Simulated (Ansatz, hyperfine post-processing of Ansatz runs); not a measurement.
# Reading the 7Li spectrum of LiMn2P2HO9

Calculated values: DFT, PBEsol+U, plane-wave PAW, default files (PAW set soft_2), collinear spin, scalar-relativistic (Ansatz), contact and point-dipole shifts scaled to 298 K with Θ = 0 K (a pure Curie law); spin-only moments, above the ordering temperature.

```cif
data_structure
_symmetry_space_group_name_H-M 'P 1'
_symmetry_Int_Tables_number 1
_cell_length_a 6.1633
_cell_length_b 6.8398
_cell_length_c 8.9315
_cell_angle_alpha 90.000
_cell_angle_beta 107.288
_cell_angle_gamma 90.000
_cell_volume 359.50
loop_
_atom_site_label
_atom_site_type_symbol
_atom_site_fract_x
_atom_site_fract_y
_atom_site_fract_z
_atom_site_occupancy
Mn1 Mn 0.50000 0.00000 0.00000 1
Mn2 Mn 0.50000 0.50000 0.00000 1
Mn3 Mn 0.45660 0.75000 0.29110 1
Mn4 Mn 0.54340 0.25000 0.70890 1
P5 P 0.89110 0.75000 0.19905 1
P6 P 0.55003 0.25000 0.33382 1
P7 P 0.44997 0.75000 0.66618 1
P8 P 0.10890 0.25000 0.80095 1
O9 O 0.82246 0.56169 0.09721 1
O10 O 0.82246 0.93831 0.09721 1
O11 O 0.82254 0.25000 0.36352 1
O12 O 0.78036 0.75000 0.33406 1
O13 O 0.85408 0.25000 0.72172 1
O14 O 0.40507 0.75000 0.05566 1
O15 O 0.46208 0.06751 0.23430 1
O16 O 0.46208 0.43249 0.23430 1
O17 O 0.51611 0.75000 0.51554 1
O18 O 0.48389 0.25000 0.48446 1
O19 O 0.53792 0.56751 0.76570 1
O20 O 0.53792 0.93249 0.76570 1
O21 O 0.59493 0.25000 0.94434 1
O22 O 0.14592 0.75000 0.27828 1
O23 O 0.21964 0.25000 0.66594 1
O24 O 0.17746 0.75000 0.63648 1
O25 O 0.17754 0.06169 0.90279 1
O26 O 0.17754 0.43831 0.90279 1
Li27 Li 0.09943 0.75000 0.86183 1
Li28 Li 0.90057 0.25000 0.13817 1
H29 H 0.92256 0.25000 0.47285 1
H30 H 0.07744 0.75000 0.52715 1
```

7Li MAS at 7.05 T (116.7 MHz), 40 kHz, 298 K; contact and dipolar shift alone, no orbital or quadrupolar part; lines under 1.5 % of the strongest are left out. Lines of the NMR spectrum (strongest = 100):

| position (ppm) | intensity |
| --- | --- |
| -1329.7 | 4.0 |
| -986.8 | 15 |
| -643.9 | 44 |
| -301.1 | 71 |
| 41.8 | 100 |
| 384.6 | 84 |
| 727.5 | 79 |
| 1070.4 | 64 |
| 1413.2 | 49 |
| 1756.1 | 18 |
| 2099.0 | 5.5 |

**Question.** Which lines are isotropic ones rather than spinning sidebands, and which Li atoms give them?

Sidebands are spaced by 343 ppm (the spinning rate over the resonance of 116.7 MHz). An isotropic line need not be the tallest: it is the area-weighted centre of its own family of sidebands, and the one that stays put when the rate is changed. Isotropic shifts: 385 ppm for atom 27 and the 1 atom equivalent to it (3 Mn through links of 90 to 93° (4) and 132° (1)), reduced anisotropy 1455 ppm.

[Logs are printed without paths, hosts, clocks, repeated set-up lines and the standing remarks that a program may print on its own settings, such as how far it seeks lower states.]

[Hosts, paths, dates, database ids (printed as entryN), source tags and the programs' standing remarks are cut or masked in the printed files.]
